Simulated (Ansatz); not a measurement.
Runs of Ansatz 0.2.0 on Cs2AgBiBr6. It takes space group Fm-3m (No. 225, cubic). The conventional cell has a = 11.232 Å, b = 11.232 Å, c = 11.232 Å, α = 90.00°, β = 90.00°, γ = 90.00°. Around Bi (site symmetry m-3m) lie 6 Br at 2.81 Å. Cs (site symmetry -43m) has 12 Br at 3.97 Å as nearest neighbours. Ag (site symmetry m-3m) is surrounded by 6 Br at 2.80 Å. Around Br (site symmetry 4mm) lie 1 Ag at 2.80 Å and 1 Bi at 2.81 Å. 

```tsv
task	level	cell	cutoff (eV)	points for each segment of the path	gap on the mesh (eV)	pressure (GPa)	relaxed volume (Å³/atom)	largest force (eV/Å)
relaxation of cell and atoms	PBEsol	relaxed	420	-	1.09	0.0	35.00	-
relaxation of cell and atoms	PBEsol+D4	relaxed	420	-	1.05	0.0	(a)	-
relaxation of cell and atoms	PBEsol+D3(BJ)	relaxed	420	-	1.02	0.0	33.60	-
band structure	r2SCAN	as given	500	10	1.67	1.0	-	0.24
band structure	PBEsol	as given	420	10	1.17	0.0	-	0.30
band structure	revPBE	as given	420	10	1.32	(c)	-	0.26
band structure	RPBE	as given	420	10	1.34	3.5	-	0.25
band structure	LDA	as given	420	10	1.10	(b)	-	0.33
band structure	BLYP	as given	420	10	1.29	3.7	-	0.34
relaxation of cell and atoms	PBEsol+D3(BJ)-ATM	relaxed	420	-	1.03	0.0	33.74	-
```

Alike in all rows: potentials or basis Ansatz PAW; no spin polarisation; k mesh 4 × 4 × 4; smearing fermi-dirac 0.05 eV.

Question: Estimate the missing entries.

Answer: (a) 34.21; (b) -1.5; (c) 3.1.

Caveats: spin-orbit coupling is left out, which as a rule narrows the gap of such compounds by several tenths of an eV; the PAW data sets come from PBE, with cores solved anew for the run's functional, which leaves a small shift of forces and pressure; the plane-wave basis is chosen anew once the cell has moved, so the energies of steps on either side of that aren't comparable (some runs).

A k mesh can miss the band edges, and the runs leave out spin-orbit coupling on Ag, Bi, Br, Cs.

Runs at the PBE level aren't shown here.
